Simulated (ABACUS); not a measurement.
Ca:

```
Ca
1.0
    -2.20520    2.20520    2.19611
     2.20520   -2.20520    2.19611
     2.20520    2.20520   -2.19611
Ca
1
Direct
  0.50000 0.50000 0.00000
```

This isn't the form of Ca at room conditions, which is fcc.

```yaml
Program: ABACUS 3.10.1
Task: single point
Functional: PBE
Potentials_or_basis: PseudoDojo NC SR 0.4.1 PBE standard
Cutoff: 1361 eV
Density_cutoff: 5442 eV
Basis: DZP LCAO (the cutoffs set its grid)
k_mesh: 9 × 9 × 9
Occupations: fermi-dirac, width 0.05 eV
Spin: no spin polarisation
```

On this cell: pressure -0.1 GPa; band gap on the k mesh none (metal or under the smearing width).

The same run follows on a disturbed copy (cell strained at random at fixed volume):

```
Ca
1.0
    -2.20381    2.16290    2.16035
     2.21237   -2.21105    2.21730
     2.22688    2.23412   -2.20869
Ca
1
Direct
  0.50653 0.49482 0.99392
```

Question: What does the disturbed cell give?

Answer: The energy (extrapolated to zero smearing) moves by +0.5 meV/atom; pressure -0.1 GPa; band gap on the k mesh none (metal or under the smearing width).

Stress tensor (GPa, compression positive):
```
-0.10 -0.13 -0.06
-0.13 -0.12  0.23
-0.06  0.23 -0.10
```

Caveats: the atomic orbitals were generated for these runs and aren't a published set; the basis of atomic orbitals isn't converged, which shifts pressures, moduli and gaps.
